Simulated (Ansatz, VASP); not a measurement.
## One calculation of LiH, two programs

```
CELL_PARAMETERS angstrom
0.06036 2.06335 2.06335
2.06335 0.06036 2.06335
2.06335 2.06335 0.06036
ATOMIC_POSITIONS crystal
Li 0.00000 0.00000 0.00000
H 0.50000 0.50000 0.50000
```

Change from the starting cell: shear_111 strain +4.5%.

Alike in both runs: task single point; functional PBE; k mesh 10 × 10 × 10; occupations fermi-dirac, width 0.02 eV; no spin polarisation.

```csv
,VASP,Ansatz
version,VASP 6.6.1,Ansatz 0.2.0
potentials or method,"VASP PAW PBE potentials, release 64 (Li_sv, H)","plane waves, PAW"
plane-wave cutoff (eV),520,420
valence electrons in the cell,4,4
```

Ansatz gave:

* gap on the k mesh at the Fermi level (eV): 3.01

**Question.** Which values does VASP return?

**Answer.** gap on the k mesh at the Fermi level (eV): 3.00.

 A k mesh can miss the band edges.
